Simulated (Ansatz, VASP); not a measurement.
Ag: VASP beside Ansatz

INCAR

```
ALGO = Normal ; EDIFF = 1E-8
ENCUT = 520 ; GGA = PE
ISIF = 2 ; ISMEAR = -1
LASPH = True ; LCHARG = False
LEFG = True ; LREAL = False
LWAVE = False ; NBANDS = 12
NELM = 80 ; PREC = Accurate
SIGMA = 0.05
```

File KPOINTS:

```
k-points
0
Gamma
  12 12 12
```

POSCAR

```
Ag
1.0
    2.7514544664      0.0000000000      0.0000000000
    0.0000000000      2.7514544664      0.0000000000
    0.0000000000      0.0000000000      2.7514544664
Ag
1
Direct
    0.0000000000      0.0000000000      0.0000000000
```

Input for Ansatz:

```yaml
crystal:
  lattice:
    - [2.7514544664, 0.0, 0.0]
    - [0.0, 2.7514544664, 0.0]
    - [0.0, 0.0, 2.7514544664]
  atoms:
    - { symbol: Ag, position: [0.0, 0.0, 0.0] }
kpoints:
  mp_grid: { grid: [12, 12, 12] }
  band_path:
    path:
      - [0.0, 0.0, 0.0]
      - [0.0, 0.5, 0.0]
      - [0.5, 0.5, 0.0]
      - [0.0, 0.0, 0.0]
      - [0.5, 0.5, 0.5]
      - [0.0, 0.5, 0.0]
      - [0.5, 0.5, 0.5]
      - [0.5, 0.5, 0.0]
    npoints: 8
scf:
  occupations: { method: fermi_dirac, width: 0.05 }
hamiltonian:
  xc: pbe
  pseudopotentials: { kind: all_electron, datasets: crystal }
output:
  forces: true
  stress: true
  eigenvalues: true
  efg: { contact_densities: true }
```

Alike in both runs: task electric field gradients; functional PBE; k mesh 12 × 12 × 12; occupations fermi-dirac, width 0.05 eV; no spin polarisation.

```csv
,VASP,Ansatz
version,VASP 6.6.1,Ansatz 0.2.0
potentials or method,"VASP PAW PBE potentials, release 64 (Ag)","all-electron PAW with datasets made for the crystal, scalar-relativistic"
plane-wave cutoff (eV),520,see its input
```

|  | VASP | Ansatz | Ansatz less VASP |
| --- | --- | --- | --- |
| pressure (GPa) | -0.1 | 0.0 | +0.10 |
| Vzz of the field gradient on the site that differs most (V/Å²) | 0.0 | 0.0 | 0.00 |

Ansatz ran all-electron here, so the differences hold the error of VASP's frozen core and of both bases. Ansatz warned: «gradients_without_spin_orbit».
